# Forecasting the cell of InSb from its neighbours

## The question

A density functional that gets a crystal's volume wrong tends to get similar crystals wrong in a similar way. If so, the error for a crystal can be estimated before the crystal is calculated. InSb is the test here. How far will PBE, PBE-D3 and LDA miss its volume, given only how they do for its relatives?

Zincblende crystals (space group F-43m), each relaxed from its measured cell with the symmetry kept. Ansatz 0.2.0, plane-wave PAW, scalar-relativistic, no spin polarisation; cutoff 420 eV, Gaussian smearing, D3 with Becke–Johnson damping. The shortest distances are those in the measured cells.

| formula | element on site A | Z A | element on site B | Z B | shortest distance (Å) | k mesh | smearing width | error of the volume, PBE (%) | error of the volume, PBE-D3 (%) | measured volume per atom (Å³) | error of the volume, LDA (%) |
| --- | --- | --- | --- | --- | --- | --- | --- | --- | --- | --- | --- |
| ZnS | Zn | 30 | S | 16 | 2.342 | 10×10×10 | 0.02 eV | 1.89 | -1.88 | 19.78 | -6.12 |
| ZnSe | Zn | 30 | Se | 34 | 2.454 | 8×8×8 | 0.02 eV | 3.44 | -0.67 | 22.76 | -5.20 |
| GaP | Ga | 31 | P | 15 | 2.360 | 8×8×8 | 0.02 eV | 3.03 | -0.26 | 20.24 | -3.22 |
| GaAs | Ga | 31 | As | 33 | 2.448 | 12×12×12 | 0.02 eV | 4.94 | 1.17 | 22.59 | -2.68 |
| GaSb | Ga | 31 | Sb | 51 | 2.649 | 12×12×12 | 0.1 eV | 4.77 | 0.55 | 28.62 | -3.29 |
| CdS | Cd | 48 | S | 16 | 2.526 | 8×8×8 | 0.02 eV | 4.88 | 1.03 | 24.81 | n/a |
| CdTe | Cd | 48 | Te | 52 | 2.776 | 8×8×8 | 0.02 eV | 10.02 | 5.07 | 32.92 | 0.00 |
| InP | In | 49 | P | 15 | 2.538 | 8×8×8 | 0.02 eV | 5.16 | 1.68 | 25.17 | -1.73 |
| InAs | In | 49 | As | 33 | 2.614 | 12×12×12 | 0.1 eV | 7.66 | 3.77 | 27.49 | -0.47 |
| InSb | In | 49 | Sb | 51 | 2.805 | 12×12×12 | 0.1 eV | ? | ? | ? | ? |

Each error is the calculated volume relative to the measured one, so a positive value means a crystal that is too large. The length error is about a third of the volume error. The mesh and smearing columns describe the PBE runs; under LDA, InP had a denser mesh and GaAs less smearing, with little effect expected on the volumes. GaSb, InAs and InSb are semiconductors, yet they show no band gap on the k mesh under PBE, which is known to make gaps too small. This too should matter little for the volumes. All runs use atomic datasets made for PBE, so the LDA errors contain an unknown contribution from that mixture.

## What pushes and what pulls

PBE adds to LDA a net energy gain for uneven electron density: its exchange part lowers the energy, and its correlation part takes some of that back. Stretching a bond is expected to make the density more uneven, both between the atoms and at the edge of their cores, so this gain favours longer bonds. D3 adds an attraction between atoms, whose energy deepens as they approach, and so pulls the crystal together again. The known rows agree with this picture: going from PBE to D3 shrinks the cell by 3.2 to 4.5 %, and going from PBE to LDA by 6.1 to 9.1 %.

These arguments say that PBE gives the largest cell of the three. They do not give the size of the error in a particular crystal, which depends on where the error resides.

## If the error belongs to the atoms

Suppose first that each atom brings its own error, whatever its partner. A bond length d is then a sum of two radii, and each radius is wrong by a small amount, δ(A) or δ(B). Volume goes as d³, so

volume error ≈ 3 [δ(A) + δ(B)] / d.

Among the gallium and indium compounds d runs from 2.360 to 2.805 Å, so treating it as constant is a rough step, taken here for simplicity. Replacing gallium by indium should then change the error by the same amount in a phosphide, an arsenide and an antimonide.

The phosphide and the arsenide allow a first test. Under PBE the replacement raises the error by 2.1 points from GaP to InP and by 2.7 points from GaAs to InAs. The two steps are similar but not equal. The difference may lie in the measured cells as much as in the picture, since a cell that is off by 1 % in volume moves a step by a full point.

## If the error is a pressure

In the opposite limit the atoms have no say. The functional presses on every crystal with the same false pressure, outward for PBE and inward for LDA, and the softest crystal yields most. For bonds of this type, stiffness falls roughly as d to the power 3.5, so the error should grow as d to the power 3.5. One coefficient per functional was fitted to the five known compounds of gallium and indium.

For PBE this softness law gives 7.4 % for InSb, close to what the atomic picture will give below. LDA separates the two. A constant inward pressure must make LDA's error more negative in softer crystals, and the law arrives at −3.1 % for InSb. Yet from GaAs to InAs, LDA's error moves towards zero, and the fit misses InAs by 2.0 points, more than a doubtful measured cell would easily explain, though such a cell could supply about half of it. The forecast therefore follows the atomic picture.

## A neighbour to leave out

CdTe looks like the natural guide, because its atoms stand next to In and Sb in the periodic table and the two compounds have equally many electrons. Such pairs usually have nearly equal bonds: those of ZnSe and GaAs differ by only 0.006 Å. The measured bond of CdTe, however, is 0.029 Å shorter than that of InSb, which amounts to about 3 % in volume. PBEsol runs on the same crystals point the same way: they land within 2 % of the measured volumes of ZnSe, CdS and InP, but 3.8 % above that of CdTe. The measured cell of CdTe is therefore probably too small, and LDA's perfect score there is probably an artefact of the reference.

## The forecast

For PBE the estimate starts from GaSb, whose error is 4.77 %, and adds the mean of the two indium steps:

4.77 + (2.13 + 2.72) / 2 ≈ 7.2 %.

The same sum for the other functionals completes the volume errors expected for InSb:

- PBE: +7.2 ± 1.5 %
- PBE-D3: +2.8 ± 1.5 %
- LDA: −1.4 ± 1.5 %

The ranges are judged, not statistical. They allow for the unequal indium steps and for measured cells that may be off by about 1 % in volume.

A sharper forecast is possible for the change from one functional to another. Dividing two calculated volumes of the same crystal removes the measured volume, and with it any fault in the reference. The same replacement of gallium by indium then gives, relative to the PBE volume of InSb:

- from PBE to PBE-D3: −4.1 ± 0.4 %
- from PBE to LDA: −8.1 ± 0.5 %

## The calculated values

The withheld rows as computed:

| formula | element on site A | Z A | element on site B | Z B | shortest distance (Å) | k mesh | smearing width | error of the volume, PBE (%) | error of the volume, PBE-D3 (%) | measured volume per atom (Å³) | error of the volume, LDA (%) |
| --- | --- | --- | --- | --- | --- | --- | --- | --- | --- | --- | --- |
| InSb | In | 49 | Sb | 51 | 2.805 | 12×12×12 | 0.1 eV | 7.43 | 3.21 | 33.98 | -1.29 |

All five forecasts fall within their ranges. PBE makes InSb 7.4 % too large, PBE-D3 3.2 % too large, and LDA 1.3 % too small. The volume changes between functionals come out at −3.9 % for D3 and −8.1 % for LDA. The output printed after this text lists each miss.

LDA favours the atomic picture. The atomic estimate misses its value by less than 0.2 points, the softness law by 1.8, though that law already scattered by more than a point among the rows it was fitted to. One reservation concerns the datasets made for PBE, because any error they bring to LDA would itself follow the atoms. A second reservation is that the atomic sum has more freedom than a single coefficient, and since d is itself a sum of radii, any smooth dependence on d would also add nearly atom by atom. The result thus rules against one common pressure and supports adding errors atom by atom as a working rule, but does not show that the functional alone causes them. The PBE value of InSb could not have decided the matter, since there the softness law comes even closer than the atomic estimate. Under PBE the law misses InAs almost as badly as under LDA, but about a point of both misses probably comes from the measured cell of InAs, so the PBE errors alone leave the choice open. A single good forecast may thus rest on the wrong cause, and a second functional with an error of opposite sign is a good way to find out.

## Why the forecasts were slightly low

The three volume errors were all forecast too low, by 0.15 to 0.4 points. Doubtful references would act in this direction. Compared with commonly accepted cells, the measured volume used for GaSb is roughly 1 % too large and that for InAs roughly 1 % too small. The first lowers the forecast by about one point, while the second raises it by about half a point, because InAs enters only through a mean. The net shift is downwards by half a point or less, since a slightly small measured cell for InP offsets some of it. This has the right sign and roughly the size of the misses, but it is no more certain than the references themselves.

The change from PBE to LDA, where references cancel, was missed by less than 0.05 points. For D3 the forecast contraction was too strong by nearly 0.2 points. Neither figure should be read closely, because the relaxations stop at small residual pressures. The D3 run of InSb ended under a tension of 0.047 GPa, which in so soft a crystal is expected to leave the cell roughly 0.1 % too large, and residuals of similar size in the PBE runs of GaP and InP shift the forecast in the same direction. These could account for most of the D3 miss, so it is no evidence that dispersion fails to add by atoms.

## How much of the error is PBE's own

The comparison sets a motionless crystal against measurements made mostly near room temperature. Heat and zero-point motion swell a real crystal, by something under 1 % in volume as a rough size. Taking this swelling out of the measured volume would make PBE's error larger, so it offers PBE no excuse.

Missing dispersion is one candidate, and too strong a gradient term is another. Adding D3 lowers the error of InSb from 7.4 to 3.2 %, more than half of the total. That does not prove dispersion to be the cause. PBEsol, which has a weaker gradient term and no dispersion correction, shrinks the two-atom cell of InP from PBE's 52.93 Å³ to 50.78 Å³, while D3 brings it to 51.18 Å³. Two different remedies thus give nearly the same volume.

Of what D3 leaves behind, roughly half or more came with indium; the share depends on the doubtful reference of GaSb. That part also appears under LDA, where the indium steps are 1.5 and 2.2 points, so PBE's gradient term cannot be its only source. It may lie in the functionals themselves, in the atomic datasets that all runs share, or partly in the measured cells. These calculations do not separate the three.

## What this means for lattice mismatch

In growing one semiconductor on another, the difference between two lattices matters more than either lattice alone. An error shared by both crystals largely cancels in that difference, but the indium step does not. Under PBE the step from GaSb to InSb is 7.43 − 4.77 = 2.66 points, and under PBE-D3 it is 3.21 − 0.55 = 2.66 points. D3 greatly improves both volumes and leaves the error of their mismatch where it was.

In length, the three gallium–indium pairs put this error at about 0.7 to 0.9 % under PBE. The doubtful references of GaSb and InAs both enlarge it in their pairs, by a few tenths, so the true error there is probably smaller. The calculated indium compound is too large relative to its gallium partner, so the mismatch is overstated. A correction taken from one such pair can be carried over to another, as was done here for InSb, whereas a good volume for a single crystal is no guarantee of a good mismatch.

Printed output of the fit:

```
PBE error, InP less GaP, points: 2.13
PBE error, InAs less GaAs, points: 2.72
LDA error, InP less GaP, points: 1.49
LDA error, InAs less GaAs, points: 2.21
Forecast for InSb, PBE error (judged range 1.5 points either way), %: 7.195
Forecast for InSb, PBE-D3 error (judged range 1.5 points either way), %: 2.82
Forecast for InSb, LDA error (judged range 1.5 points either way), %: -1.44
Computed for InSb, PBE error, %: 7.43
Computed for InSb, PBE-D3 error, %: 3.21
Computed for InSb, LDA error, %: -1.29
Miss for InSb, PBE, forecast less computed, points: -0.235
Miss for InSb, PBE-D3, forecast less computed, points: -0.39
Miss for InSb, LDA, forecast less computed, points: -0.15
Forecast for InSb, volume change PBE to PBE-D3 (judged range 0.4 either way), %: -4.096
Forecast for InSb, volume change PBE to LDA (judged range 0.5 either way), %: -8.081
Computed for InSb, volume change PBE to PBE-D3, %: -3.928
Computed for InSb, volume change PBE to LDA, %: -8.117
Miss for InSb, change PBE to PBE-D3, forecast less computed, points: -0.1681
Miss for InSb, change PBE to LDA, forecast less computed, points: 0.03588
Known rows, strongest contraction PBE to PBE-D3, %: -4.499
Known rows, weakest contraction PBE to PBE-D3, %: -3.193
Known rows, strongest contraction PBE to LDA, %: -9.107
Known rows, weakest contraction PBE to LDA, %: -6.066
Measured bond, ZnSe less GaAs, angstrom: 0.006
Measured bond, CdTe less InSb, angstrom: -0.029
Rival softness law for InSb, PBE error, %: 7.415
fit of error_LDA on 5 rows ((Z_A == 31) | (Z_A == 49)): coefficient of soft -0.08468 +/- 0.024; rms 1.22, worst InAs -1.98, leave-one-out rms 1.55
  rows outside the fit (model, value, miss): ZnS -1.665, -6.12, 4.46; ZnSe -1.96, -5.2, 3.24; CdTe -3.018, 0, -3.02; InSb -3.13, -1.29, -1.84
```
